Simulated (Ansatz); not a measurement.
F (C2/c): gap against strain (isotropic on every length)

F (C2/c) from a database structure, relaxed with r2SCAN+rVV10 in Ansatz, then strained (isotropic on every length; changes of length per length, axes as in the cell below) with the atoms relaxed again within the symmetry that is left. It is monoclinic, C2/c (No. 15); conventional cell a = 4.922 Å, b = 3.261 Å, c = 6.483 Å, β = 90.2°, 13.01 Å³ an atom. Around F lie 1 F at 1.40 Å. (Simulation; spin polarisation is off.)

```yaml
crystal:
  lattice:
    - [2.45909, -1.63049, 0.10274]
    - [2.45909, 1.63049, 0.10274]
    - [-0.29492, 0.00000, 6.47670]
  atoms:
    - { symbol: F, position: [0.59627, 0.90355, 0.59659] }
    - { symbol: F, position: [0.09645, 0.40373, 0.90341] }
    - { symbol: F, position: [0.40373, 0.09645, 0.40341] }
    - { symbol: F, position: [0.90355, 0.59627, 0.09659] }
```

Gaps are the least over each mesh (PBE 10×10×4, r2SCAN 10×10×4, HSE06 6×6×4 when unstrained) and the special points, which keep their unstrained names.

```tsv
strain (%)	gap, PBE (eV)	gap, r2SCAN (eV)	gap, HSE06 (eV)	edges, HSE06
-5.01	2.914	3.753	6.118	Γ
0.0	2.987	3.843	6.202	Γ
+3.69	3.061	3.931	6.282	Γ
```

Problem. Estimate the row for a strain of -0.64 %.

Solution.
```tsv
strain (%)	gap, PBE (eV)	gap, r2SCAN (eV)	gap, HSE06 (eV)	edges, HSE06
-0.64	2.975	3.829	6.188	Γ
```

Between zero and the nearest strains the slope of the HSE06 gap against strain is +0.021 eV per percent for negative and +0.022 for positive strain.

The meshes of the hybrids are coarse, so their gaps aren't converged to the digits shown.
